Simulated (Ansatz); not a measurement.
**Property card for FeO**

These are results of DFT PBE, scalar-relativistic, plane waves, PAW in Ansatz 0.2.0, not measurements.

Cutoff 420 eV; k points 16×16×8 on the computed 4-atom cell (Γ-centred); Gaussian smearing, width 0.10 eV; collinear spin from starting moments -3.6 3.6 0 0 μB.

The structure is relaxed at this level of theory with its symmetry kept. This form isn't the usual stable structure of the compound.

```cif
data_structure
_symmetry_space_group_name_H-M 'R-3m:H'
_symmetry_Int_Tables_number 166
_cell_length_a 2.8643
_cell_length_b 2.8643
_cell_length_c 8.1965
_cell_angle_alpha 90.000
_cell_angle_beta 90.000
_cell_angle_gamma 120.000
_cell_volume 58.24
loop_
_atom_site_label
_atom_site_type_symbol
_atom_site_symmetry_multiplicity
_atom_site_Wyckoff_symbol
_atom_site_fract_x
_atom_site_fract_y
_atom_site_fract_z
_atom_site_occupancy
Fe1 Fe 3 a 0.00000 0.00000 0.00000 1
O1 O 3 b 0.33333 0.66667 0.16667 1
```

**Question.** Formation energy from the elements' standard states (uncorrected)?

**Answer.** -0.853 eV/atom.

**Question.** Density of states at the Fermi level?

**Answer.** 2.63 states/eV per cell.

**Question.** Löwdin character within 0.5 eV of the Fermi level?

**Answer.** Fe 3d 89 %, O 2p 9 %.

**Question.** Bader charges (e)?

**Answer.** Fe (2 in the cell) 1.28, O (2 in the cell) -1.28.

**Question.** Total moment?

**Answer.** 0.00 μB per cell.

**Question.** Site moments (μB; atoms counted from 1 over the whole cell)?

**Answer.** Fe (atom 1) -3.27, Fe (atom 2) 3.27.

Only this magnetic start was tried.